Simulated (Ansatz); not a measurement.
Input:

SrF2 (fluorite)

```yaml
crystal:
  lattice:
    - [0.00000, 5.75810, 5.75810]
    - [2.87905, 0.00000, 2.87905]
    - [2.87905, 2.87905, 0.00000]
  atoms:
    - { symbol: Sr, position: [0.00000, 0.00000, 0.00000] }
    - { symbol: Sr, position: [0.50000, 0.00000, 0.00000] }
    - { symbol: F, position: [0.12500, 0.25000, 0.25000] }
    - { symbol: F, position: [0.62500, 0.25000, 0.25000] }
    - { symbol: F, position: [0.37500, 0.75000, 0.75000] }
    - { symbol: F, position: [0.87500, 0.75000, 0.75000] }
```

In each cell atom 6 (F, nearest neighbour Sr at 2.493 Å; its periodic images, 4.1 Å or more away, move with it) moves by s·(-0.577, -0.577, 0.577) (towards the nearest neighbour), the rest being held.

Calculation: PBEsol (plane waves to 420 eV, PAW, scalar-relativistic; Ansatz, a quantum-chemistry and plane-wave program). k mesh 4×8×8 (Γ-centred), Fermi-Dirac smearing 0.05 eV. E stands for the smeared free energy. SrF2 was relaxed with its symmetry unable to fall. ΔE is measured from the undisplaced structure.

The scan covers s from -0.500 to 0.500 Å in 11 points.

### Question
Is the energy the same for displacements of ±0.500 Å, and if not, which side lies higher?

### Answer
Not even: the positive side lies higher at ±0.500 Å. With its periodic images moving along, the atom's site symmetry in this cell is 3m.

### Question
What force acts on the atom along the line at s = -0.500 Å?

### Answer
1.08 eV/Å.

### Question
What is the energy change at s = 0.500 Å?

### Answer
923 meV/cell.

### Question
What is the force constant k = d²E/ds² of this move at s = 0?

### Answer
4.02 eV/Å².

(For displaced atoms, the force is minus the slope of the energy, and its curvature is a force constant, which sets phonon frequencies.)
